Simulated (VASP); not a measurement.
Output of a VASP run:

**OSZICAR**
```
       N       E                     dE             d eps       ncg     rms          rms(c)
DAV:   1     0.158473909479E+03    0.15847E+03   -0.14266E+04   320   0.146E+03
DAV:   2    -0.119197128629E+02   -0.17039E+03   -0.16665E+03   408   0.324E+02
DAV:   3    -0.183947347647E+02   -0.64750E+01   -0.64662E+01   456   0.654E+01
DAV:   4    -0.186006637694E+02   -0.20593E+00   -0.20591E+00   440   0.910E+00
DAV:   5    -0.186029616760E+02   -0.22979E-02   -0.22979E-02   456   0.986E-01    0.157E+01
DAV:   6    -0.170304484739E+02    0.15725E+01   -0.82644E+00   320   0.202E+01    0.134E+01
DAV:   7    -0.170292705194E+02    0.11780E-02   -0.21093E-01   408   0.408E+00    0.696E+00
DAV:   8    -0.170487248176E+02   -0.19454E-01   -0.39625E-02   408   0.245E+00    0.622E-01
DAV:   9    -0.170566926610E+02   -0.79678E-02   -0.11116E-02   376   0.768E-01    0.443E-01
DAV:  10    -0.170577281254E+02   -0.10355E-02   -0.13015E-03   360   0.284E-01    0.989E-02
DAV:  11    -0.170579062190E+02   -0.17809E-03   -0.16431E-04   344   0.906E-02    0.182E-02
DAV:  12    -0.170579246994E+02   -0.18480E-04   -0.28466E-05   416   0.373E-02    0.215E-02
DAV:  13    -0.170579251495E+02   -0.45006E-06   -0.29161E-06   336   0.136E-02
   1 F= -.17057925E+02 E0= -.17057925E+02  d E =-.743731E-21
```

**OUTCAR**
```
------------------------ aborting loop because EDIFF is reached ----------------------------------------
  FORCE on cell =-STRESS in cart. coord.  units (eV):
  Direction    XX          YY          ZZ          XY          YZ          ZX
  --------------------------------------------------------------------------------------
  Total        0.7162261      0.7162261      0.7162261     -0.0000000     -0.0000000      0.0000000
  in kB       23.5253860     23.5253860     23.5253860     -0.0000000     -0.0000000      0.0000000
  external PRESSURE =      23.5253860 kB  Pullay stress =       0.0000000 kB
  volume of cell :       48.78
      direct lattice vectors                 reciprocal lattice vectors
     0.000000000  2.900000000  2.900000000    -0.172413793  0.172413793  0.172413793
     2.900000000  0.000000000  2.900000000     0.172413793 -0.172413793  0.172413793
     2.900000000  2.900000000  0.000000000     0.172413793  0.172413793 -0.172413793
 POSITION                                       TOTAL-FORCE (eV/Angst)
 -----------------------------------------------------------------------------------
      0.00000      0.00000      0.00000        -0.000000      0.000000     -0.000000
      1.45000      1.45000      1.45000        -0.000000     -0.000000      0.000000
      4.35000      4.35000      4.35000         0.000000      0.000000      0.000000
 -----------------------------------------------------------------------------------
    total drift:                                0.000000     -0.000000      0.000000
  FREE ENERGIE OF THE ION-ELECTRON SYSTEM (eV)
  ---------------------------------------------------
  free  energy   TOTEN  =       -17.0579251495 eV

  energy  without entropy=      -17.0579251495  energy(sigma->0) =      -17.05792515
```
(Selected blocks of OUTCAR.)

### POSCAR
```
SrF2
1
    0.0000000000     2.9000000000     2.9000000000
    2.9000000000     0.0000000000     2.9000000000
    2.9000000000     2.9000000000     0.0000000000
Sr F
1 2
Direct
  0.0000000000   0.0000000000   0.0000000000
  0.2500000000   0.2500000000   0.2500000000
  0.7500000000   0.7500000000   0.7500000000
```

Q: Write an INCAR and KPOINTS that could have produced this output.

A: Several could match; the one computed here: the input of the run itself, PBE GGA, plane waves, VASP's PBE PAW potentials (set 64).

INCAR:
```
! general
SYSTEM =SrF2
PREC   =Accurate
ENCUT  =520   ! plane-wave cut-off (eV)
LREAL  =.False.   ! projection in real space or not
LASPH  =.True.   ! aspherical one-centre terms

! electronic loop
EDIFF  =1E-6
NELM   =100   ! most electronic steps
ALGO   =Normal   ! blocked Davidson
LMAXMIX=4   ! l cut-off of mixed one-centre charges

! smearing
ISMEAR =0
SIGMA  =0.05

! functional
GGA    =PE   ! PBE

! ions
ISIF   =2

! output
LWAVE  =.False.
LCHARG =.False.
```

KPOINTS:
```
K-points
0
gamma
 5 5 5
```

POTCAR, in this order: Sr_sv F (PBE.64 set). Program: vasp_std.

The compound is SrF2 in the fluorite structure. The cell was not relaxed at this level.
